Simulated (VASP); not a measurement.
**ZnSe (Stilleite) under changes of volume**

One of the cells (23.212 Å³/atom); the others are scaled copies at fixed shape and fractional positions:

```
Se Zn
1.0
     0.00000    2.85257    2.85257
     2.85257    0.00000    2.85257
     2.85257    2.85257    0.00000
Se Zn
1 1
Direct
  0.75000 0.75000 0.75000
  0.00000 0.00000 0.00000
```

```yaml
Program: VASP 6.6.1
Functional: PBE
Potentials_or_basis: VASP PAW PBE potentials, release 64 (Se, Zn)
Cutoff: 520 eV
k_mesh: 8 × 8 × 8
Occupations: fermi-dirac, width 0.05 eV
Spin: no spin polarisation
```

```csv
volume (Å³/atom),energy over the lowest point (meV/atom),pressure (GPa),gap on the mesh (eV)
21.391,45.34,7.1,1.55
21.846,27.74,5.3,1.46
22.301,14.86,3.8,1.37
23.212,1.39,1.1,1.21
23.667,0.00,-0.1,1.13
24.122,?,?,?
```

What does the run at 24.122 Å³/atom give?

Energy over the lowest point 1.70 meV/atom; pressure -1.1 GPa; gap on the mesh 1.06 eV.

Worked out: A Birch-Murnaghan fit of order 3 (a polynomial in V^(-2/3)) to the other rows has its minimum at 23.64 Å³/atom with B0 = V·E''(V) = 57 GPa and B' = 4.5. It gives 1.70 meV/atom at 24.122 Å³/atom, against the run's 1.70, and -dE/dV = -1.1 GPa, against -1.1. A straight line through the other rows of the gap, of slope -4.14 eV per unit of ln V (its deformation potential), extrapolates to 1.05 eV, against the run's 1.06.

Energies are extrapolated to zero smearing.

Spin-orbit coupling on Se is left out.
